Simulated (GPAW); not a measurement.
Write an ASE script for GPAW 26.7.0 that does the following.

```yaml
Task: single point
Functional: PBE
Potentials_or_basis: GPAW PAW data sets (gpaw-data 1.2.1)
Cutoff: 800 eV
Basis: pw
k_mesh: 13 × 13 × 13
Occupations: gaussian, width 0.027 eV
Spin: no spin polarisation
Maxiter: 150
```

The structure of C lies in POSCAR:

```
C
1.0
    0.0000000000      1.7833700000      1.7833700000
    1.7833700000      0.0000000000      1.7833700000
    1.7833700000      1.7833700000      0.0000000000
C
2
Direct
    0.7500000000      0.7500000000      0.7500000000
    0.5000000000      0.5000000000      0.5000000000
```

This isn't the form of C at room conditions, which is graphite.

These files were run (other wordings do the same):

run.py

```python
from ase.dft.bandgap import bandgap
from ase.io import read, write
from ase.units import GPa
from gpaw import GPAW, PW

atoms = read('POSCAR')

calc = GPAW(mode=PW(800),
            xc='PBE',
            kpts={'size': (13, 13, 13), 'gamma': True},
            occupations={'name': 'methfessel-paxton', 'order': 0, 'width': 0.027000000000000003},
            nbands=11,
            convergence={'density': 1e-05, 'energy': 1e-05},
            maxiter=150,
            txt='gpaw.txt')
atoms.calc = calc
energy = atoms.get_potential_energy()
forces = atoms.get_forces()
stress = atoms.get_stress()
calc.write('gs.gpw')
write('result.traj', atoms)
print(f'Energy: {energy:.6f} eV')
print('Forces (eV/A):')
print(forces.round(4))
print('Stress (GPa):', (stress / GPa).round(3))
print('Fermi level:', round(calc.get_fermi_level(), 4), 'eV')
print(f'Gap: {bandgap(calc)[0]:.4f} eV, direct: {bandgap(calc, direct=True)[0]:.4f} eV')
```

Potentials or basis: GPAW PAW data sets (gpaw-data 1.2.1), pw.

Launch:

```console
$ OMP_NUM_THREADS=1 python run.py
```

Results of the run:

```yaml
Pressure: 1.4 GPa
Band_gap_on_the_k_mesh: 4.14 eV, indirect (least direct gap 5.60 eV)
```

Caveat: an odd mesh through Γ misses points on the zone boundary, where band edges often lie.

Wall time 10 s on 1 thread of Arm Neoverse V2, on a shared host, peak memory 0.14 GiB.
